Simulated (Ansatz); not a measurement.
# Two structures of W: comparison of enthalpies under pressure, by script

An exercise on one series of results from a longer session: the logs are not shown, and one member is left open.

All numbers are computed with Ansatz 0.2.0 through its Python package. Level of theory: DFT revPBE, plane waves, PAW.

## Starting point

W Im-3m: It takes space group Im-3m (No. 229, cubic). Conventional cell: a = 3.160 Å, b = 3.160 Å, c = 3.160 Å, α = 90.00°, β = 90.00°, γ = 90.00°. Around W (site symmetry m-3m) lie 8 W at 2.74 Å.

W Fd-3m: Symmetry: Fd-3m, No. 227, cubic system. The conventional cell has a = 5.480 Å, b = 5.480 Å, c = 5.480 Å, α = 90.00°, β = 90.00°, γ = 90.00°. W (site symmetry -43m) is surrounded by 4 W at 2.37 Å.

No structure file is read: the coordinates are typed or built in the script.

The first run:

File run_transition.py:

```python
import csv
import warnings

import ansatz as az
import numpy as np


def bcc(first, a):
    return (
        az.Lattice.bcc(a)
        .space_group(229)
        .atom(first, (0, 0, 0))
        .primitive()
    )


def diamond(A, a):
    return (
        az.Lattice.fcc(a)
        .space_group(227, origin_choice=1)
        .atom(A, (0, 0, 0))
        .primitive()
    )


def ground_state(name, crystal, pressure=0.0):
    calc = (
        crystal.calculation()
        .functional("revpbe")
        .basis(16 * az.Ha)
        .scf(max_iterations=200)
        .kpoints(spacing=0.3)
        .occupations("fermi_dirac", width=0.05)
    )
    calc = calc.relax(force_tolerance=0.03, cell=True, pressure=pressure)
    return calc.run(threads=1, backend="cpu")


def volume_per_atom(outcome):
    return abs(np.linalg.det(outcome.lattice.cell_ang)) / len(outcome.lattice.sites)

warnings.simplefilter("ignore", az.DeckWarning)

phases = {}
phases["bcc"] = bcc("W", 3.16)
phases["diamond"] = diamond("W", 5.48)

pressures = [0, 5, 10, 20]
enthalpy, volume = {name: [] for name in phases}, {name: [] for name in phases}
for p in pressures:
    for name, crystal in phases.items():
        o = ground_state(name, crystal, pressure=p)
        volume[name].append(volume_per_atom(o))
        enthalpy[name].append(o.report["energy_sigma0_ev"] / len(o.lattice.sites) + p * volume[name][-1] / 160.21766)
gap = np.array(enthalpy["diamond"]) - np.array(enthalpy["bcc"])
rows = [(p, va, vb, 1000 * d) for p, va, vb, d in zip(pressures, volume["bcc"], volume["diamond"], gap)]
with open("transition.csv", "w", newline="") as handle:
    writer = csv.writer(handle)
    writer.writerow(["P (GPa)", "V bcc (A^3/atom)", "V diamond (A^3/atom)", "H(diamond) - H(bcc) (meV/atom)"])
    writer.writerows([round(v, 4) if isinstance(v, float) else v for v in row] for row in rows)
print(open("transition.csv").read())
crossings = [p0 - g0 * (p1 - p0) / (g1 - g0) for p0, p1, g0, g1 in zip(pressures, pressures[1:], gap, gap[1:]) if g0 * g1 < 0]
print("crossing near", [round(float(p), 1) for p in crossings], "GPa") if crossings else print("no crossing in this range")
```

Started as:

```sh
$ python run_transition.py
```

One of the session's tables, all rows but one given; the rest of the session is left out.

Enthalpy H = E + pV of the second structure less the first:

| pressure (GPa) | ΔH (meV/atom) |
| --- | --- |
| 0 | 2612.6 |
| 5 | ? |
| 10 | 3115.5 |
| 20 | 3550.8 |

**Question.** Estimate the row for pressure (GPa) = 5.

Worked estimate for «ΔH (meV/atom)». A straight line through the neighbours (0, 2612.6) and (10, 3115.5) gives 2612.6 + (3115.5 − 2612.6) × (5 − 0) / (10 − 0) = 2864.1; a parabola fitted to 3 rows on both sides gives 2872.5.

As computed: ΔH (meV/atom): 2874.6. In «ΔH (meV/atom)» the line misses by -10.5 and the parabola by -2.1.

Limits of these values: Reading the output:
- At a fixed pressure a relaxation lowers the enthalpy F + PV, while F alone can rise.
- For the metals among these cells the mesh is coarse, so their volumes and pressures are rough.
- Spin-orbit coupling, which matters for elements this heavy, is left out.
- Only these two structures are compared, at zero temperature and with their symmetry kept; either may be hypothetical, and another phase may be lower than both.
